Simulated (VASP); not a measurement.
Write the native input for VASP 6.6.1 that does the following.

| Property | Result |
| --- | --- |
| Task | relaxation of cell and atoms |
| Functional | PBEsol |
| Potentials or basis | VASP PAW PBE potentials, release 64 (Mg, O) |
| Cutoff | 600 eV |
| k mesh | 12 × 12 × 12 |
| Occupations | gaussian, width 0.03 eV |
| Spin | no spin polarisation |
| Further INCAR settings | ALGO = Normal; EDIFF = 1e-06; IBRION = 2; EDIFFG = -0.01; NSW = 90; ISIF = 3 |

The structure of MgO (Periclase) lies in POSCAR:

```
MgO
1.0
    0.0000000000      2.1085000000      2.1085000000
    2.1085000000      0.0000000000      2.1085000000
    2.1085000000      2.1085000000      0.0000000000
Mg O
1 1
Direct
    0.0000000000      0.0000000000      0.0000000000
    0.5000000000      0.5000000000      0.5000000000
```

These files were run (other wordings do the same):

INCAR

```
PREC = Accurate
ENCUT = 600
EDIFF = 1E-6
ISMEAR = 0
SIGMA = 0.03
LREAL = False
LASPH = True
NELM = 80
ALGO = Normal
ISIF = 3
LWAVE = False
LCHARG = False
GGA = PS
IBRION = 2
NSW = 90
EDIFFG = -0.01
KPAR = 4
```

KPOINTS

```
regular mesh
0
Gamma
  12 12 12
```

Potentials or basis: VASP PAW PBE potentials, release 64 (Mg, O).

Run with:

```bash
$ cat potpaw_PBE.64/Mg/POTCAR potpaw_PBE.64/O/POTCAR > POTCAR
$ mpirun -np 4 vasp_std > vasp.out
```

Results of the run:

```yaml
Relaxed_volume: 9.31 Å³/atom
Relaxed_cell: a = 2.975 Å, b = 2.975 Å, c = 2.975 Å, α = 60.00°, β = 60.00°, γ = 60.00°
Space_group_after_relaxing_to_0.05_Å: Fm-3m (No. 225)
Energy_gained_by_relaxing: 0.2 meV/atom
Ionic_steps: 3
Pressure_after_relaxing: 0.0 GPa
Band_gap_on_the_k_mesh: 4.66 eV, direct
```

Caveat: the PAW data sets were made with another functional, which shifts forces and pressure a little.

Run time: 10 s on 4 MPI ranks on AMD EPYC 7R13 Processor (Zen 3), with other jobs on the host, peak memory 0.13 GiB a rank.
